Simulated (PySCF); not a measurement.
## A series of derivatives of cyclobutene

Parent skeleton `[CH:1]1=[CH:2][CH2:3][CH2:4]1`; one hydrogen on atom 1 is replaced by X. Hydrogens on one atom are averaged.

[PySCF 2.14.0 with density-fitted response routines: PBE0/pcSseg-1 with gauge-including orbitals; geometry from GFN2-xTB; one computed conformer; in vacuum; rapidly exchanging positions averaged; non-relativistic Hamiltonian]

Scale: TMS for 13C (σref 186.93) and 1H (σref 31.72) (reference shieldings calculated alike).

Parent (X = H): C1 145.8, C2 145.8, C3 32.8, C4 32.8, H(C2) 6.29, H(C3) 2.65, H(C4) 2.65 ppm. Effects are Δδ = δ(X) − δ(H), positive for deshielding.

Problem. Order these by the shift of C4, most shielded first.
A. X = SSiH3
B. X = CCl3
C. X = CHO

Solution. C (-3.6 ppm), B (-1.7 ppm), A (+4.5 ppm).

Problem. Order these by the shift of C2, most shielded first.
A. X = SSiH3
B. X = CCl3
C. X = CHO

Solution. A (-11.6 ppm), B (-2.8 ppm), C (+14.5 ppm).
